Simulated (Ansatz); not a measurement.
# CO2: pressure against volume per atom

Results calculated with Ansatz 0.2.0 development build, not measured. Equation of state of a cubic crystal from periodic Kohn-Sham density functional theory without spin; pressure corrected for the finite basis.

Cell of the first row (space group Fm-3m, No. 225):
```
cell vectors (Å)
   0.0000     2.1875     2.1875
   2.1875     0.0000     2.1875
   2.1875     2.1875     0.0000
atoms (fractions of the cell vectors)
C   0.00000  0.00000  0.00000
O   0.25000  0.25000  0.25000
O   0.75000  0.75000  0.75000
```

Settings of every row: formula CO2; structure type fluorite; functional r2SCAN; spin treatment none; k mesh 13x13x13; occupation method fermi-dirac; occupation width 0.1 eV; wave cutoff 500 eV; datasets soft-1 PAW; density cutoff ratio 4.

Limits: a cubic model structure, not a phase known at ambient conditions.

| row | volume per atom (Å³) | pressure (GPa) | energy above lowest point (meV/atom) |
| --- | --- | --- | --- |
| 1 | 6.978 | 12.576 | 15.75 |
| 2 | 7.206 | 5.36 | 3.15 |
| 3 | 7.433 | ? | ? |
| 4 | 7.661 | -5.854 | 4.78 |
| 5 | 7.888 | -10.145 | 16.23 |

Question: what pressure should row 3 give?

Worked fit of pressure. Take u = (V_r/V)^(2/3) − 1 with V_r = 7.4335 Å³ an atom, which is twice the finite (Eulerian) strain; such expansions in the strain, on which the Birch-Murnaghan equation of state is built, carry the rest volume and the bulk modulus. The shown rows have u = 0.04306, 0.02094, -0.0199, -0.03879. Least squares give pressure = −0.7272 + 274.061 × u + 808.59 × u² GPa; a straight line predicts inner rows, each left out in turn, worse (root mean square 0.78 against 0.016 GPa). The rows lie off it by 0.003, -0.006, 0.007, -0.004 (root mean square 0.0052 GPa). The pressure vanishes at u = 0.0026, or V = 7.404 Å³ an atom, and there the bulk modulus at fixed shape and fractions is B = −V dP/dV = (2/3)(1 + u) dP/du = 186 GPa. The withheld row has u = 4e-05, so the fit gives −0.7272 + 274.061 × (4e-05) + 808.59 × (4e-05)² = -0.716 GPa.

The calculation gave -0.734 GPa. The fit lies 0.018 GPa (2.5 % of the value, 0.079 % of the column's range) above it; its largest miss of a shown row is 0.007 GPa.

The other values of row 3: energy above lowest point 0 meV/atom.
